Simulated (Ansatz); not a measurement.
**SiNi (Pmmn), clamped-ion strain scan**

Level of theory: DFT PBE, scalar-relativistic, plane waves, PAW (Ansatz 0.2.0). Settings: plane waves to 420 eV, k-mesh 16×14×10 (Γ-centred), Gaussian smearing 0.15 eV. No spin polarisation. A magnetic state may lie lower. Energies are free energies at this smearing, counted from the undisturbed cell; pressure is positive in compression.

The undisturbed cell (relaxed at this level; this form isn't the usual structure):

```
Si Ni
1.0
     3.05528    0.00000    0.00000
     0.00000    3.25831    0.00000
     0.00000    0.00000    4.70939
Si Ni
2 2
Direct
  0.50000 0.50000 0.84318
  0.00000 0.00000 0.15682
  0.50000 0.50000 0.34231
  0.00000 0.00000 0.65769
```

The cell is strained by ε times the Voigt pattern (1, -1, 0, 0, 0, 0) (xx, yy, zz, yz, xz, xy; engineering shear) with fractional coordinates fixed. The cell is metallic on the mesh throughout.

```tsv
ε	ΔE (meV/atom)	stress summed along the pattern (GPa, tension positive)	pressure (GPa)
-0.1000	34.8	-13.25	-0.6
-0.0750	16.2	-7.85	-0.8
-0.0500	5.5	-4.35	-0.7
0.0000	0.0	0.69	0.0
0.0250	1.3	0.28	0.3
0.0750	0.2	0.35	0.7
0.1000	2.3	1.76	0.9
```